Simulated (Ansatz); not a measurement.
# V_N in AlN (P6_3mc) against the share of exact exchange

Question: how much does the share of exact exchange change the (+1/0) level of V_N in AlN (P6_3mc), and what does each choice cost? Model: a cell of 128 host atoms with 1 N taken out.

Program: Ansatz 0.2.0. Level of theory: plane-wave PAW DFT; relaxations with PBEsol, then single points with PBEsol and HSE06 form with several shares of exact exchange, on supercells at fixed charge in a uniform background. Results are calculated unless marked as measured.

### 1. Set-up

The cell holds 127 atoms: 64 Al and 63 N. Cell: a = 14.686 Å, b = 14.686 Å, c = 11.753 Å, α = 125.1°, β = 125.1°, γ = 94.5°. It derives from AlN (space group P6_3mc). Nearest the centre at fractional (0.554, 0.637, 0.750): Al102 at 1.89 Å, Al55 at 1.89 Å, Al117 at 1.89 Å, Al51 at 1.90 Å, N112 at 3.07 Å, N124 at 3.07 Å, N109 at 3.07 Å, N32 at 3.07 Å. The cell carries charge +1.

Screening for the image-charge correction: ε∞ = (4.50, 4.50, 4.73), ε0 = (8.20, 8.20, 9.74), computed on the host (DFPT, PBEsol).

The cell's shortest repeat is 11.8 Å.

### 2. Relaxing both charge states, PBEsol

The study needs fixed structures, so each charge is relaxed once, at one point at (¼, ¼, ¼), from small random displacements that break the symmetry of the site.

Contents of qp1.relax/input.yaml:

```yaml
crystal:
  lattice:
    - [-4.67041106, 2.69646303, 4.9836768]
    - [4.67041106, -2.69646303, 4.9836768]
    - [1.55680365, 2.69646308, -4.9836768]
  atoms:
    - { symbol: Al, position: [0.416184, 0.08285, 0.0] }
    - { symbol: Al, position: [0.416184, 0.58285, 0.5] }
    - { symbol: Al, position: [0.916184, 0.08285, 0.5] }
    - { symbol: Al, position: [0.916184, 0.58285, 0.0] }
    - { symbol: Al, position: [0.33285, 0.166184, 0.5] }
    - { symbol: Al, position: [0.33285, 0.666184, 0.0] }
    - { symbol: Al, position: [0.83285, 0.166184, 0.0] }
    - { symbol: Al, position: [0.83285, 0.666184, 0.5] }
    - { symbol: "N", position: [0.10715, 0.273816, 0.5] }
    - { symbol: "N", position: [0.10715, 0.773816, 0.0] }
    - { symbol: "N", position: [0.60715, 0.273816, 0.0] }
    - { symbol: "N", position: [0.60715, 0.773816, 0.5] }
    - { symbol: "N", position: [0.023816, 0.35715, 0.0] }
    - { symbol: "N", position: [0.023816, 0.85715, 0.5] }
    - { symbol: "N", position: [0.523816, 0.35715, 0.5] }
    - { symbol: "N", position: [0.523816, 0.85715, 0.0] }
  supercell: [2, 2, 2]
  defects: [{ vacancy: 120 }]
total_charge: 1
basis:
  ecutwfc: 420
  xc_grid: 2
hamiltonian:
  xc: pbesol
  pseudopotentials: { kind: paw, azcp: { folder: soft_1 }, xc_functional: pbe }
kpoints:
  mp_grid: { grid: [1, 1, 1], shift: [0.25, 0.25, 0.25] }
scf:
  occupations: { method: fixed }
  max_iter: 60
output:
  forces: true
  charged_corrections:
    epsilon: [4.5, 4.5, 4.73]
    static_epsilon: [8.2, 8.2, 9.74]
    defect_position: [0.553575, 0.636908, 0.75]
relax:
  f_tol: 0.015
  max_steps: 60
  random_displacement: { amplitude: 0.04, seed: 5269 }
checkpoint:
  write: "../qp1.relax.run"
  compress: false
  write_wavefunctions: true
  write_every: 100000
```

Launch:

```bash
ansatz run input.yaml --threads 32 --pin off --max-ram 84787MiB --backend cuda --events-out ev --progress --plain --runs-dir out --max-vram 78GiB
```

Numbers of over 12 decimals in the logs are rounded to 6 here.

Output:

```text
[... repeated set-up lines and file paths are left out, and long positions are rounded to six places ...]
Engine: ansatz 0.2.0, aarch64-unknown-linux-gnu
Pseudopotentials: kind: paw
Pseudopotential: Al, paw, valence charge 3, recommended cutoff 420 eV (normal), soft_1/Al.paw.azcp
Pseudopotential: N, paw, valence charge 5, recommended cutoff 420 eV (normal), soft_1/N.paw.azcp
Functional definition: PBEsol
  exchange = pbesol_x
  correlation = pbesol_c
[...]
Crystal: 127 atoms, lattice volume = 1338.931 Å³
Basis set: ecut = 420 eV, 26161 PW (Γ), exchange–correlation on 200×200×160 points (8 copies of the dense FFT grid, shifted against one another)
Bands: 380, of which v1, the nominal top of the filled ones, is band 253 counted from 1 (252 counted from 0)
Symmetry: 1 space group operations
k-points: 1
Non-local potential: Al, projectors of the file, l = 0: 2, l = 1: 2, l = 2: 1
Non-local potential: N, projectors of the file, l = 0: 2, l = 1: 2, l = 2: 1
PAW form: soft (Blöchl's): semilocal exchange-correlation on the pseudo side does not see the compensation charge
PAW frozen core: Al, regenerated for the run's functional, and the local potential with it (the file was generated under x = pbe(κ = 0.804, μ = 0.219515), c = pbe(β = 0.066725))
PAW frozen core: N, regenerated for the run's functional, and the local potential with it (the file was generated under x = pbe(κ = 0.804, μ = 0.219515), c = pbe(β = 0.066725))
PAW one-centre angular grid: Al, 110 points (default); XC on 64 Gauss nodes
PAW one-centre angular grid: N, 110 points (default); XC on 64 Gauss nodes
Initial density: superposition of atomic densities (chi_scale 0.1, normalization cell, long waves kept (reshape's long-wave potential 0.20 eV rms))
Initial wavefunctions: pseudopotential atomic-orbital guess
[...]
Functional: x = pbesol(κ = 0.804, μ = 0.123457), c = pbesol(β = 0.046)
SCF iter   1: F=—  HF=-57694.304340 eV  |Δ(HF+E_count)|=         —  Δρ=1.32e-1  dr2=2.88e2  Hψ=1185
preconditioner: auto → Resta (q_TF=auto, 2.320 Å⁻¹)  ε∞=3.6  [insulator: Δε(μ)=3.815 eV  Ē_g=14.131 eV  n_scr=288 (ndim 8)  ℏωp=22.8 eV  f_vac=0.000  ε∞_Penn≈3.6]
SCF iter   2: F=—  HF=-57610.116887 eV  |Δ(HF+E_count)|=    8.42e1  Δρ=4.52e-2  dr2=1.51e1  Hψ=829
[...]
SCF iter   8: F=-57605.630177 eV  HF=-57605.630177 eV  |Δ(HF+E_count)|=   4.44e-5  Δρ=1.46e-5  dr2=2.11e-6  Hψ=1149
SCF 1 converged in 8 iterations: F = -57605.630177 eV  dr2 = 2.11e-6
[...]
relax step   1: F+E_penalty+E_count = -57605.63017719 eV  Δ(F+E_penalty+E_count) = +0.000e0 eV  max|allowed force component| = 1.599e0 eV/Å  Δτ_max = 0.0000 Å  (8 SCF iters, dr2 threshold 5.63e-6 eV, accepted)
[...]
relax step   2: F+E_penalty+E_count = -57607.24787171 eV  Δ(F+E_penalty+E_count) = -1.618e0 eV  max|allowed force component| = 9.489e-1 eV/Å  Δτ_max = 0.0854 Å  (5 SCF iters, dr2 threshold 1.00e-4 eV, accepted)
[...]
relax step   4: F+E_penalty+E_count = -57607.93887659 eV  Δ(F+E_penalty+E_count) = -1.927e-3 eV  max|allowed force component| = 5.697e-2 eV/Å  Δτ_max = 0.0246 Å  (6 SCF iters, dr2 threshold 3.36e-7 eV, accepted)
[...]
relax step   6: F+E_penalty+E_count = -57607.93950950 eV  Δ(F+E_penalty+E_count) = -2.053e-4 eV  max|allowed force component| = 3.078e-3 eV/Å  Δτ_max = 0.0019 Å  (5 SCF iters, accepted)
[...]
NSCF: frozen V_eff on 1 k-points
[...]
SCF converged after 5 iterations
Free energy (F): -57607.939509 eV
Harris-Foulkes:  -57607.939510 eV  (|F-HF|=5.78e-9)
Internal energy: -57607.939509 eV  (E = F + TS)
E sigma→0 (E₀):  -57607.939509 eV
Fermi energy:    7.272529 eV
--- Per-component energies (eV) ---
  E_band       = 876.258611
  E_kinetic    = 9830.303327
  E_local      = -13474.438039  (includes V_loc(G=0)·N_el)
  E_nonlocal   = 2833.241038
  E_hartree    = 4966.158597
  E_xc         = -6199.359240
  E_vxc        = -6724.105420  (∫ρ·V_xc dr)
  E_paw        = -37018.013876  (= ΣΔE_a)
  E_vpaw       = -1521.115273  (= ΣTr[D̂ρ^β])
  E_aug_tail   = 0.052811  (compensation charges beyond the density's cutoff)
  E_ewald      = -18548.879252
  E_core_change = 2.995125  (= ΣΔE_core)
  E_smearing   = -0.000000  (= −TS)
  E_closure    = 0.000000  (closes the sum)
  E_deformation_potential = 17.062512  (in the stress; not in F)
  Σ components = -57607.939509   (vs F -57607.939509, Δ=0.00e0)
--- Forces (eV/Å), atoms counted from 1 ---
  atom   1  Al    -0.00015906    -0.00028962     0.00021617
  atom   2  Al     0.00058121     0.00044992    -0.00060141
  [... 4 atoms left out ...]
  [... 121 more lines of this table ...]
  max |Σ_I F_I| component: 1.78e-5 eV/Å
--- Charged-cell corrections in eV (Makov–Payne, q = +1.000 e, ε = [8.200, 8.200, 9.740]) ---
  F (periodic)     = -57607.939509  (uncorrected; the corrections below are reported, never added to it)
  E_corr1          = +0.216357  (monopole, q²α_M/2ε̄L, of the cell on which ε is isotropic)
  F Makov-Payne    = -57607.723153  (F + E_corr1; no measured alignment; for a localised charge, not one spread in a band: unchecked)
  no potential alignment in this run, which stands beside a crystal: run the host's input off ansatz write-host-input, and read the two finished runs by ansatz place-levels (neither reads a slab, a wire or a sheet, whose cell leaves a vacuum)
--- Band table (eV) ---
  k-point 0: bands = ["-7.9045", "-7.8776", "-7.5409", "-7.5063", "-7.4658", "-7.4273", "-7.1182", "-7.0921", "-6.8949", "-6.8906", [... rest cut ...]
--- Relaxed structure (6 steps of the walk, 6 accepted, 0 SCFs on fresh bases) ---
  F+E_penalty+E_count = -57607.93950950 eV   max|allowed force component| = 3.078e-3 eV/Å
  atoms:
    - { symbol: Al, position: [0.208490, 0.041290, -0.000237] }
    - { symbol: Al, position: [0.207986, 0.290351, 0.248785] }
    [... 4 atoms left out ...]
  [... 121 more lines of this table ...]
```

It took 7.3 s on 1 × NVIDIA GB200 with 32 threads of Arm Neoverse V2, shared host; peak memory 1.7 GiB; 24 s of CPU time.

The steps of the relaxation:

```
step  energy less that of the first step (eV)  largest force component (eV/Å)
   1                                   0.0000                          1.5990
   2                                  -1.6177                          0.9489
   3                                  -2.3068                          0.0733
   4                                  -2.3087                          0.0570
   5                                  -2.3091                          0.0168
   6                                  -2.3093                          0.0031
```

The atoms that moved most (Å, from the sites as typed, ahead of the random displacement, the mean shift of all atoms taken out):

```
 atom      dx      dy      dz  length
 Al51   0.001   0.000  -0.086   0.086
Al117  -0.036   0.021   0.005   0.042
Al102   0.036   0.020   0.008   0.042
 Al55   0.001  -0.041   0.008   0.041
 N126   0.009  -0.005  -0.017   0.020
 N124   0.000   0.011  -0.013   0.017
 N112  -0.010  -0.005  -0.013   0.017
  N94  -0.001   0.000   0.017   0.017
```

Neighbours of the ideal centre at the end:

```
 atom  distance (Å)
 Al55         1.931
Al102         1.934
Al117         1.938
 Al51         1.985
  N32         3.056
 N124         3.057
 N109         3.057
  N94         3.058
 N126         3.058
 N112         3.059
Al114         3.095
  N59         3.101
  N12         3.102
 N106         3.102
 N108         3.105
  N90         3.106
```

```
charge  moment set (μB)  steps  largest displacement (Å)   time
     0                1      7                      0.11   11 s
    +1                0      6                      0.09  7.3 s
```

The relaxation ends 18 meV an atom lower than the displaced start, with a largest force component of 0.0031 eV/Å.

### 3. First setting: 0 (PBEsol)

Exact exchange opens the gap of the host. A level of a localised state need not follow either band edge, so its distance to each edge changes.

Contents of qp1.a0/input.yaml:

```yaml
crystal:
  checkpoint: "../qp1.relax.run"
  host: checkpoint
total_charge: 1
basis:
  ecutwfc: 420
  xc_grid: 2
hamiltonian:
  xc: pbesol
  pseudopotentials: { kind: paw, azcp: { folder: soft_1 }, xc_functional: pbe }
kpoints:
  mp_grid: { grid: [1, 1, 1], shift: [0.25, 0.25, 0.25] }
scf:
  occupations: { method: fixed }
  max_iter: 60
output:
  forces: true
  charged_corrections:
    epsilon: [4.5, 4.5, 4.73]
    static_epsilon: [8.2, 8.2, 9.74]
    defect_position: [0.553575, 0.636908, 0.75]
  eigenvalues: true
  eigenstates: { localisation: true }
checkpoint:
  read: "../qp1.relax.run"
  write: "../qp1.a0.run"
  compress: false
  write_wavefunctions: false
  write_every: 100000
```

Output:

```text
[...]
crystal.checkpoint: the structure is that of <dir>, a `relax` run, at its step 6: its result, under pbesol at a charge of 1 e; 127 atoms read, 0 with a starting moment; crystal.structure_sha256 for this input is
[...]
device memory: the entry about to start is reckoned to put 5.6 GiB on a device that reports 171.9 GiB free (of which the cap on the GPU budget leaves the run 78.0 GiB)
GPU FFT provider: cuFFT
GPU libraries: cuBLAS 13.8.1, cuFFT 12.4.0, cuSOLVER 12.3.2
GPU matrix products: emulated (plane waves: as basis.precision tells), large ones in fixed point in workspaces of 1.00 GiB
Crystal: 127 atoms, lattice volume = 1338.931 Å³
Basis set: ecut = 420 eV, 26161 PW (Γ), exchange–correlation on 200×200×160 points (8 copies of the dense FFT grid, shifted against one another)
Bands: 380, of which v1, the nominal top of the filled ones, is band 253 counted from 1 (252 counted from 0)
[... 1 set-up line as in the run before ...]
[...]
k-points: 1
[...]
GPU buffer pool allocated for 800000 grid points (all kernels)
GPU transforms: local potential and band sums: pruned to the plane-wave sphere, on 100×100×80
[...]
SCF iter   1: F=—  HF=-57607.939510 eV  |Δ(HF+E_count)|=         —  Δρ=9.52e-7  dr2=1.22e-8  Hψ=879
[...]
SCF iter   2: F=-57607.939510 eV  HF=-57607.939510 eV  |Δ(HF+E_count)|=   1.34e-9  Δρ=4.35e-7  dr2=2.53e-9  Hψ=638
SCF 1 converged in 2 iterations: F = -57607.939510 eV  dr2 = 2.53e-9
[...]
SCF converged after 2 iterations
Free energy (F): -57607.939510 eV
[...]
Internal energy: -57607.939510 eV  (E = F + TS)
E sigma→0 (E₀):  -57607.939510 eV
Fermi energy:    7.272528 eV
[...]
--- Forces (eV/Å), atoms counted from 1 ---
  atom   1  Al    -0.00015400    -0.00028836     0.00021638
  atom   2  Al     0.00057248     0.00044319    -0.00059611
  [... 4 atoms left out ...]
  [... 121 more lines of this table ...]
  max |Σ_I F_I| component: 8.36e-6 eV/Å
[...]
F Makov-Payne    = n/a  (the rows are of the electrons' constant alone; ansatz place-levels tells what screens the charge)
[...]
--- Band table (eV) ---
[...]
```

It took 2.3 s on 1 × NVIDIA GB200 with 32 threads; peak memory 1.5 GiB.

Both charges and the host at this setting go to place-levels, which corrects for the image charge and aligns the potentials.

Contents of levels.a0.yaml:

```yaml
host:
  run: host.a0.run
states: [q0_M1.a0.run, qp1.a0.run]
geometry_from:
  q0_M1.a0.run: q0_M1.relax.run
  qp1.a0.run: qp1.relax.run
  host.a0.run: host.relax.run
chemical_potentials:
  "N":
    energy: -378.476431
    dataset: "<sha256 of the dataset>"
```

Launch:

```bash
ansatz place-levels levels.a0.yaml -- --threads 32 --pin off --max-ram 84787MiB --backend cuda --max-vram 78GiB
```

Output:

```text
(+1/0) 3.327 eV above the valence edge, 0.772 eV under the conduction edge
formation energy of charge +1: +2.711 eV with the Fermi level at the valence edge
formation energy of charge 0: +6.038 eV with the Fermi level at the valence edge
  edges by pbesol, gap 4.098 eV; the host is sampled to repeats of 12.45 Å
  the defect's cells are sampled to repeats of 12.45 Å, like sampling
  charge +1: -57607.7935 eV with its correction of +0.146 eV, at epsilon [8.2, 8.2, 9.74], aligned at sites: -0.0703 eV, mean over 48 atomic sites at or beyond 5.88 Å from the defect at [0.5536, 0.6369, 0.7500], with -0.002331 for the charge's moments and [...]
  charge 0: +0.000 eV for its dipole among its images, +0.000 omitted
  of states[1] (qp1.a0.run): how wide its charge is, is not read beside other atoms or cores, and a band state would take no correction. [...]
```

Wall time 0.18 s (32 threads).

At this setting the gap is 4.098 eV and (+1/0) lies 3.327 eV above the valence top.

### 4. The other settings

From the second setting on only the share changes; the first is PBEsol, whose semilocal part differs from that of the hybrids. The next input; the others follow the same pattern (0.2, 0.25, 0.3 and 0.4):

qp1.a10/input.yaml, as its differences from qp1.a0/input.yaml of step 3:

```diff
@@ -8,4 +8,4 @@
 hamiltonian:
-  xc: pbesol
-  pseudopotentials: { kind: paw, azcp: { folder: soft_1 }, xc_functional: pbe }
+  xc: { preset: hse06, exx: 0.1 }
+  pseudopotentials: { kind: paw, azcp: { folder: soft_1 } }
 kpoints:
@@ -25,3 +25,3 @@
   read: "../qp1.relax.run"
-  write: "../qp1.a0.run"
+  write: "../qp1.a10.run"
   compress: false
```

### 5. Result against cost

Times of the states on 1 × NVIDIA GB200 with 32 threads of Arm Neoverse V2, shared host; the host is run again at each setting:

```
share of exact exchange  gap (eV)  (+1/0) above the valence top (eV)  under the conduction bottom (eV)  time, both charge states  time, host and placing  peak memory of a state (GiB)
           0 (PBEsol) *     4.098                              3.327                             0.772                     7.4 s                   2.9 s                           2.0
                    0.1     4.712                              3.666                             1.046                      38 s                 3.5 min                           3.9
                    0.2     5.259                              4.048                             1.211                      39 s                 3.2 min                           3.9
                   0.25     5.537                              4.240                             1.297                      41 s                 3.5 min                           3.9
                    0.3     5.819                              4.434                             1.385                      38 s                 2.6 min                           4.0
                    0.4     6.390                              4.825                             1.565                      31 s                 2.5 min                           4.1
```

* started from the relaxation's converged state in the same settings, so its time is no fair cost.

### 6. Results

```json
{"(plus 1/0) level, 0 (PBEsol)": "3.33 eV", "(plus 1/0) level, 0.1": "3.67 eV", "(plus 1/0) level, 0.2": "4.05 eV", "(plus 1/0) level, 0.25": "4.24 eV", "(plus 1/0) level, 0.3": "4.43 eV", "(plus 1/0) level, 0.4": "4.83 eV", "slope of the gap among the hybrids": "0.56 eV per 0.1 of exact exchange"}
```

What this shows: From a share of 0 (PBEsol) to 0.4 the gap opens from 4.10 to 6.39 eV and (+1/0) moves from 3.33 to 4.83 eV above the valence top. Among the hybrids, by fitted slopes, the level takes 69 % of the gap's opening, between the two edges, as a localised state does. The atoms were held at the semilocal structure, so a distortion that exact exchange would bring is missing. The program warns that hybrid band edges depend on the exchange mesh, which was not varied here; the gaps and slopes may carry that error. Only the charges 0 and +1 were run, each from one start, so (+1/0) need not be a change between stable states. Keep in mind: one k-point off the zone centre stands for the whole zone; the structures are those of PBEsol; force components of up to 0.35 eV/Å remain in a run at the final settings.

[Logs are printed without paths, hosts, clocks, repeated set-up lines and the standing remarks that a program may print on its own settings, such as how far it seeks lower states.]

[Hosts, paths, dates, database ids (printed as entryN), source tags and the programs' standing remarks are cut or masked in the printed files.]

[Where a table of states has a column of steps, it counts the stored structures, which are thinned; the runs took as many ionic steps or more.]

[For some hosts the program warned that the k-mesh of the response run may be too coarse for force constants and the static dielectric constant; such warnings are not shown here.]
